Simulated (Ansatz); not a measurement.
Hf:

```
CELL_PARAMETERS angstrom
2.91381 0.00000 0.00000
0.00000 2.91381 0.00000
0.00000 0.00000 2.91381
ATOMIC_POSITIONS crystal
Hf 0.50000 0.50000 0.50000
```

The cell was built by a generator and needn't be a form met in nature.

Program: Ansatz 0.2.0. Alike in all runs: task projected density of states; potentials or basis Ansatz PAW; no spin polarisation; cell as given; k mesh 5 × 5 × 5; cutoff (eV) 420; smearing fermi-dirac 0.05 eV; the mesh is coarse, so values aren't converged.

Question: Order these runs on this cell by their pressure, lowest first.
A. level LDA
B. level PBE0
C. level PBEsol

Answer: A (-5.5 GPa), C (-2.3 GPa), B (1.2 GPa).

Caveats: all runs use coarse meshes; the PAW data sets come from PBE, with cores solved anew for the run's functional, which leaves a small shift of forces and pressure; the density of states is complete only up to the lowest level of the last band computed; the thresholds are loose for stress (some runs).
